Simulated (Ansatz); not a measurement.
Crystal: TiB2.

```
Ti B
1.0
     3.02920    0.00000    0.00000
    -1.51460    2.62336    0.00000
     0.00000    0.00000    3.22840
Ti B
1 2
Cartesian
  0.0000 0.0000 0.0000
  1.5146 0.8745 1.6142
  0.0000 1.7489 1.6142
```

| Item | Value |
| --- | --- |
| Program | Ansatz 0.2.0 |
| Task | relaxation of cell and atoms |
| Functional | PBEsol |
| Potentials or basis | all-electron LAPW, scalar-relativistic |
| Basis error allowed | 0.002 eV/atom |
| k mesh | 10 × 10 × 8 |
| Occupations | fermi-dirac, width 0.05 eV |
| Spin | no spin polarisation |

At the start: volume 8.55 Å³/atom.

Task: How do energy, volume and symmetry change on relaxing?

Result: Over 5 steps the energy falls by 3.2 meV/atom and the volume is 8.37 Å³/atom (-2.1 %); space group P6/mmm (No. 191, to 0.05 Å).

The path:
```tsv
step	energy change (eV)	largest force (eV/Å)	volume (Å³)
1	0.0000	0.0000	25.66
2	-0.0090	0.0000	25.22
3	-0.0095	0.0000	25.11
4	-0.0095	0.0000	25.12
5	-0.0095	0.0000	25.12
```

Final structure:
```cif
data_structure
_symmetry_space_group_name_H-M 'P 1'
_symmetry_Int_Tables_number 1
_cell_length_a 3.0162
_cell_length_b 3.0162
_cell_length_c 3.1890
_cell_angle_alpha 90.000
_cell_angle_beta 90.000
_cell_angle_gamma 120.000
_cell_volume 25.12
loop_
_atom_site_label
_atom_site_type_symbol
_atom_site_fract_x
_atom_site_fract_y
_atom_site_fract_z
_atom_site_occupancy
Ti1 Ti 0.00000 0.00000 0.00000 1
B1 B 0.66667 0.33333 0.50000 1
B2 B 0.33333 0.66667 0.50000 1
```
